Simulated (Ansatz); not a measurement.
Al₂Pt: strain energy, fitted

Al₂Pt, Fm-3m, a = 5.897 Å. The structure is a COD entry; whether it is the stable form wasn't checked. Ansatz: PBEsol, PAW, 420 eV, Γ-centred 8×8×6 mesh on 6 atoms, Gaussian smearing 0.10 eV; no spin polarisation. Series: biaxial strain in the a-b plane, c and atoms relaxed; x is the strain in per cent. The axes a, b, c are those of the computed cell (4.169, 4.169, 5.897 Å), along [1 1 0], [-1 1 0], [0 0 1] of the cell named above. y is the free energy over the unstrained cell, V0 = 17.085 Å³/atom.

```
x (%) y (meV/atom)
 -4.5             ?
 -3.0         14.25
 -1.5          3.36
  0.0          0.00
  1.5          3.22
  3.0         14.24
  4.5         33.24
```

Fit y = c2 x² + c3 x³ to the other rows, turn c2 into a modulus, and predict the missing energy.

Least squares on the rows shown. y = 1.5937 x² + 0.0089315 x³. In eV per unit strain² c2 is 15.94; M is the biaxial modulus (E = M V0 ε²): 15.94 × 160.2 / (17.085) = 149 GPa. With a term in x⁴ added, the coefficient of x² becomes 1.516, 5 % less, which shows how far this figure hangs on the form. At x = -4.5 the fit asked for gives 31.46 meV/atom. The run gave 31.56 meV/atom, so the fit is 0.10 meV/atom too low, within the rms miss on the fitted rows (0.27 meV/atom).

Spin–orbit coupling is left out, which can shift energies with elements as heavy as these.